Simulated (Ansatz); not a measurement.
GaN, DFT, PBEsol, all-electron PAW with datasets made for the crystal, scalar-relativistic (Ansatz 0.2.0), run on 1 thread of Intel(R) Xeon(R) 6975P-C (Granite Rapids) on a shared host.

The cell comes from COD entry 1536825, which wasn't checked; take it as a given geometry. The listed cell was then made from it by scaling, straining or moving an atom.

Command: `ansatz run input.yaml --threads 1 --pin off --max-ram 3072MiB --backend cpu --events-out ev --progress --plain --runs-dir out`

```yaml
crystal:
  lattice:
    - [0.0, 1.9655710232, 1.9655710232]
    - [1.9655710232, 0.0, 1.9655710232]
    - [1.9655710232, 1.9655710232, 0.0]
  atoms:
    - { symbol: Ga, position: [0.5, 0.5, 0.5] }
    - { symbol: "N", position: [0.0, 0.0, 0.0] }
kpoints:
  mp_grid: { grid: [10, 10, 10] }
scf:
  occupations: { method: fermi_dirac, width: 0.02 }
hamiltonian:
  xc: pbesol
  pseudopotentials: { kind: all_electron, datasets: crystal }
output:
  forces: true
  stress: true
  eigenvalues: true
  efg: { contact_densities: true }
```

(1) How large is the problem that the program sets up?

(2) Estimate the wall time and the peak memory.

## Answers

(1) 47 irreducible k-points, 339 plane waves at Γ, 13 bands.

(2) 4.2 s of wall time for 8 SCF iterations, with a peak of 0.5 GiB. Times on shared machines scatter by tens of per cent.
